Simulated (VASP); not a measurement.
# NaF (Villiaumite): cell size against the level of theory, part 3 of 3

How close do the usual functionals, with and without dispersion, come to the cell of NaF (Villiaumite)? LASPH is on for some levels and off for others; the table marks which. The start is a cell from a database of measured crystal structures.

VASP 6.6.1, plane waves and PAW; the level of theory is named at each step.

So far. Step 6 (Relaxation with PBE + D3(BJ)): It ends at 12.35 Å³/atom, +0.2 % from the start, with 0.08 GPa left. The conventional cell has a = 4.623 Å. Against plain PBE, the dispersion term moves a by -1.6 %. Step 7 (Relaxation with r2SCAN + rVV10): It ends at 11.79 Å³/atom, -4.3 % from the start, with 0.00 GPa left. The conventional cell has a = 4.552 Å. Against plain r2SCAN, the dispersion term moves a by -0.5 %.

The database entry behind the starting cell differs from later determinations by our own check (0.1 to 0.3 % short, probably kX units), so it need not match the best structure at ambient conditions.

## Step 8: Relaxation with PBE + D4 (continued)

Level of this step: PBE with D4; plane waves and PAW (Na_pv, F) (VASP).

Parts of OUTCAR (step 8):

```text
  Edisp (eV):   -0.10057

  Total      -0.00202    -0.00202    -0.00202     0.00000     0.00000    -0.00000
  in kB      -0.12670    -0.12670    -0.12670     0.00000     0.00000    -0.00000
  external pressure =       -0.13 kB  Pullay stress =        0.00 kB

 POSITION                                       TOTAL-FORCE (eV/Angst)
 -----------------------------------------------------------------------------------
      2.33740      2.33740     -0.00000         0.000000     -0.000000     -0.000000
      2.33740      2.33740      2.33740        -0.000000      0.000000      0.000000
 -----------------------------------------------------------------------------------
    total drift:                                0.000000      0.000000      0.000000

  FREE ENERGIE OF THE ION-ELECTRON SYSTEM (eV)
  ---------------------------------------------------
  free  energy   TOTEN  =        -8.6678779100 eV

  energy  without entropy=       -8.6678779100  energy(sigma->0) =       -8.66787791

[... 2 parts as in an earlier step ...]

[... 2 further parts left out ...]
[key lines of the parts left out:]
E-fermi :  -1.0843
```

It ends at 12.77 Å³/atom, +3.6 % from the start, with -0.01 GPa left. The conventional cell has a = 4.675 Å. Against plain PBE, the dispersion term moves a by -0.5 %.

## Step 9: Relaxation with SCAN

This step: SCAN; plane waves and PAW (Na_pv, F) (VASP 6.6.1).

SCAN adds the kinetic-energy density; it is numerically more delicate than r2SCAN.

Contents of INCAR:

```
SYSTEM = NaF
PREC = Accurate
ENCUT = 560
EDIFF = 1E-06
NELM = 100
ISMEAR = -1
SIGMA = 0.05
LREAL = .FALSE.
ALGO = Normal
METAGGA = SCAN
LASPH = .TRUE.
NBANDS = 13
LORBIT = 11
LWAVE = .FALSE.
LCHARG = .FALSE.
KPAR = 2
IBRION = 2
NSW = 60
ISIF = 3
EDIFFG = -0.01
```

Contents of POSCAR:

```
NaF
1.0
    0.0000000000      2.3100000000      2.3100000000
    2.3100000000      0.0000000000      2.3100000000
    2.3100000000      2.3100000000      0.0000000000
Na F
1 1
Direct
    0.0000000000      0.0000000000      0.0000000000
    0.5000000000      0.5000000000      0.5000000000
```

Contents of KPOINTS:

```
Automatic mesh
0
Gamma
10 10 10
0 0 0
```

PAW data sets: Na_pv and F (PBE family, release 64).

The run is started by

```console
> mpirun -np 2 vasp_std
```

What it wrote:

```text
[... set-up lines as in an earlier step ...]
 entering main loop
       N       E                     dE             d eps       ncg     rms          rms(c)
DAV:   1     0.112198855635E+03    0.11220E+03   -0.84069E+03  1237   0.141E+03
DAV:   2    -0.108943108010E+02   -0.12309E+03   -0.11341E+03  1327   0.387E+02
DAV:   3    -0.170121653869E+02   -0.61179E+01   -0.61042E+01  1532   0.791E+01
DAV:   4    -0.170635917852E+02   -0.51426E-01   -0.51424E-01  1322   0.786E+00
[...]
DAV:  15    -0.136349069906E+02    0.28665E-05   -0.19594E-07   656   0.427E-03    0.269E-04
DAV:  16    -0.136349057937E+02    0.11968E-05   -0.14577E-08   641   0.141E-03    0.496E-05
DAV:  17    -0.136349056722E+02    0.12156E-06   -0.12645E-09   626   0.408E-04
   1 F= -.13634906E+02 E0= -.13634906E+02  d E =-.136349E+02
[...]
2 F= -.13642121E+02 E0= -.13642121E+02  d E =-.721551E-02
[...]
3 F= -.13643195E+02 E0= -.13643195E+02  d E =-.828921E-02
[...]
4 F= -.13644433E+02 E0= -.13644433E+02  d E =-.952710E-02
[...]
reached required accuracy - stopping structural energy minimisation
```

Elapsed: 68 s, on 2 MPI ranks of Intel Xeon 6975P-C (Granite Rapids), shared host; peak memory 0.3 GiB.

OUTCAR, selected parts (step 9):

```text
  Total       -0.0100082     -0.0100082     -0.0100082      0.0000000      0.0000000      0.0000000
  in kB       -0.6805263     -0.6805263     -0.6805263      0.0000000      0.0000000      0.0000000
  external PRESSURE =      -0.6805263 kB  Pullay stress =       0.0000000 kB

 POSITION                                       TOTAL-FORCE (eV/Angst)
 -----------------------------------------------------------------------------------
      2.27543      2.27543      4.55086         0.000000      0.000000      0.000000
      2.27543      2.27543      2.27543        -0.000000     -0.000000     -0.000000
 -----------------------------------------------------------------------------------
    total drift:                                0.000000      0.000000      0.000000

  FREE ENERGIE OF THE ION-ELECTRON SYSTEM (eV)
  ---------------------------------------------------
  free  energy   TOTEN  =       -13.6444327740 eV

  energy  without entropy=      -13.6444327740  energy(sigma->0) =      -13.64443277

[... 2 parts as in an earlier step ...]

[... 2 further parts left out ...]
[key lines of the parts left out:]
E-fermi :  -1.3805
```

It ends at 11.78 Å³/atom, -4.4 % from the start, with -0.07 GPa left. The conventional cell has a = 4.551 Å.

## Step 10: The cells as a table

This step: relaxed cells at several levels; plane waves and PAW (VASP 6.6.1).

No new run; the numbers come from the runs before.

Lengths are those of the conventional cell; cost is the wall time of each run, as given at its step, times its ranks, without the set-up around it; LASPH differs between rows, which moves results and costs too. Results by level, by row:

```
         level  volume (Å³/atom)  change from the start (%)  a (Å)  cost (core minutes)  LASPH
           LDA             11.43                       -7.3  4.505                0.447    off
        PBEsol             12.37                        0.4  4.626                0.353    off
           PBE             12.95                        5.1  4.697                 0.46    off
        r2SCAN             11.98                       -2.8  4.576                 2.33     on
  PBE + D3(BJ)             12.35                        0.2  4.623                0.207    off
r2SCAN + rVV10             11.79                       -4.3  4.552                 5.57     on
      PBE + D4             12.77                        3.6  4.675                 0.46    off
          SCAN             11.78                       -4.4  4.551                 2.27     on
```

## Step 11: Outcome

| Property | Result |
| --- | --- |
| volume, LDA | 11.43 Å³/atom |
| volume, PBEsol | 12.37 Å³/atom |
| volume, PBE | 12.95 Å³/atom |
| volume, r2SCAN | 11.98 Å³/atom |
| volume, PBE + D3(BJ) | 12.35 Å³/atom |
| volume, r2SCAN + rVV10 | 11.79 Å³/atom |
| volume, PBE + D4 | 12.77 Å³/atom |
| volume, SCAN | 11.78 Å³/atom |

In words: For NaF (Villiaumite) the levels give volumes between 11.43 Å³/atom (LDA) and 12.95 Å³/atom (PBE), a spread of 13.3 %, while the cost of the finished runs spans a factor of 27. Against the volume of the start, a cell from experiment, PBE + D3(BJ) comes nearest (+0.2 %) and LDA lies farthest (-7.3 %); thermal expansion is in that cell alone. Within 2 % of it: PBEsol and PBE + D3(BJ). The costs hold the number of ionic steps as well as the price of the functional. Adding D3(BJ) to PBE changes the volume by -4.6 % (a by -1.6 %). Adding rVV10 to r2SCAN changes the volume by -1.6 % (a by -0.5 %). Adding D4 to PBE changes the volume by -1.4 % (a by -0.5 %). Within 0.02 Å all end in space group Fm-3m; the runs can't lower the symmetry of the start. LASPH is on for some levels and off for others, so differences between them are not the functional's alone. Each is a single relaxation on the plane waves of the start cell, so larger changes of volume carry a basis-set error that was not tested here. Zero-point and thermal expansion are not included.

[Lines on the potential files, build, host, timing and source positions are cut from VASP's logs without a mark.]

[Logs are printed without paths, hosts, clocks, repeated set-up lines and the standing remarks that a program may print on its own settings, such as how far it seeks lower states.]

[Hosts, paths, dates, database ids (printed as entryN), source tags and the programs' standing remarks are cut or masked in the printed files.]

[A measured line is paired with the nearest computed mode of its activity, which favours agreement.]

[In band tables of VASP the shares of atoms and orbitals are scaled to a sum of 1 inside the atoms' spheres.]
